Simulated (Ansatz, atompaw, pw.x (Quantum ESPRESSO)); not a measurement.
# What a changed setting does to a pw.x run (fcc Li)

Potential: PAW, atompaw 4.2.0.5, PBE; core [He], reference 2s0.75 2p0.25; waves: 2s (bound): rc 3.00 bohr; 2s channel at 0.15 Ry: rc 3.00 bohr; 2p (bound): rc 3.00 bohr; 2p channel at 2.1 Ry: rc 3.00 bohr; 3d channel at -0.05 Ry: rc 3.00 bohr; local part: bessel scheme, radius 2.45 bohr; core correction: smooth core density matched at 2.60 bohr; augmentation: sinc compensation charge, radius 2.55 bohr; PAW radius 3.00 bohr; waves and projectors: custom polynom vanderbiltortho.

The reference run (k-mesh 13³, cutoffs 40/400 Ry, Fermi–Dirac 0.01 Ry, mixing_beta 0.4, conv_thr 1e-9, no spin) gives 0.01 GPa at 20.348 Å³/atom, where all-electron LAPW gives -0.05 GPa. This run, with its own iteration cap, changes nbnd to 13.

```
&control
  calculation='scf', prefix='x', pseudo_dir='./', outdir='./tmp', tstress=.true., disk_io='none'
/
&system
  ibrav=0, nat=1, ntyp=1, ecutwfc=40, ecutrho=400, nbnd=13,
  occupations='smearing', smearing='fd', degauss=0.01
/
&electrons
  conv_thr=1e-09, mixing_beta=0.4, electron_maxstep=60
/
ATOMIC_SPECIES
Li 1.0 Li.UPF
CELL_PARAMETERS angstrom
  0.00000000 2.16685863 2.16685863
  2.16685863 0.00000000 2.16685863
  2.16685863 2.16685863 0.00000000
ATOMIC_POSITIONS crystal
Li 0.0000 0.0000 0.0000
K_POINTS automatic
13 13 13 0 0 0
```

```bash
pw.x < Li.scf.in > Li.scf.out
```

How does the run end?

It converges in 6 iterations; the free energy moves by +0.0 meV/atom and the pressure by +0.00 GPa. The result is that of the reference run.

```
Message from routine setup:
     using ibrav=0 with symmetry is DISCOURAGED, use correct ibrav instead
     lattice parameter (alat)  =       5.7909  a.u.
     unit-cell volume          =     137.3151 (a.u.)^3
     number of electrons       =         1.00
     number of Kohn-Sham states=           13
     kinetic-energy cutoff     =      40.0000  Ry
     charge density cutoff     =     400.0000  Ry
     scf convergence threshold =      1.0E-09
     Exchange-correlation= SLA PW PBX PBC
     number of k points=    84  Fermi-Dirac smearing, width (Ry)=  0.0100
     iteration #  1     ecut=    40.00 Ry     beta= 0.40
     total energy              =      -3.84173638 Ry
     estimated scf accuracy    <       0.00017743 Ry
     iteration #  2     ecut=    40.00 Ry     beta= 0.40
     total energy              =      -3.84160427 Ry
     estimated scf accuracy    <       0.00010482 Ry
     iteration #  3     ecut=    40.00 Ry     beta= 0.40
     total energy              =      -3.84164862 Ry
     estimated scf accuracy    <       0.00001991 Ry
     iteration #  4     ecut=    40.00 Ry     beta= 0.40
     total energy              =      -3.84167441 Ry
     estimated scf accuracy    <       0.00000039 Ry
     iteration #  5     ecut=    40.00 Ry     beta= 0.40
     total energy              =      -3.84167448 Ry
     estimated scf accuracy    <       0.00000009 Ry
     iteration #  6     ecut=    40.00 Ry     beta= 0.40
     the Fermi energy is     0.5211 ev
!    total energy              =      -3.84167444 Ry
     estimated scf accuracy    <          1.7E-10 Ry
     smearing contrib. (-TS)   =      -0.00228469 Ry
     convergence has been achieved in   6 iterations
          total   stress  (Ry/bohr**3)                   (kbar)     P=        0.15
     Message from routine punch:
     Nothing written, as per user request (disk_io='none')
```

The run took about 5.8 s on one core of a shared host (Intel(R) Xeon(R) 6975P-C, 192 threads, 1512 GiB, load 64).
